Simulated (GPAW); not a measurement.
The system is GaSb.

```
Sb Ga
1.0
     0.00000    3.05900    3.05900
     3.05900    0.00000    3.05900
     3.05900    3.05900    0.00000
Sb Ga
1 1
Direct
  0.75000 0.75000 0.75000
  0.00000 0.00000 0.00000
```

Base run:

```yaml
Program: GPAW 26.7.0
Functional: PBEsol
Potentials_or_basis: PAW data sets generated in the run's folder for this functional
Cutoff: 600 eV
Basis: pw
k_mesh: 8 × 8 × 8
Occupations: fermi-dirac, width 0.05 eV
Spin: no spin polarisation
```

Its results: pressure -0.1 GPa.

Task: The run is repeated on the same cell with these changes: functional from PBEsol to BLYP. What comes out?

Result: Pressure 5.2 GPa.

BLYP binds less tightly than PBEsol, so the same cell stands under more pressure.
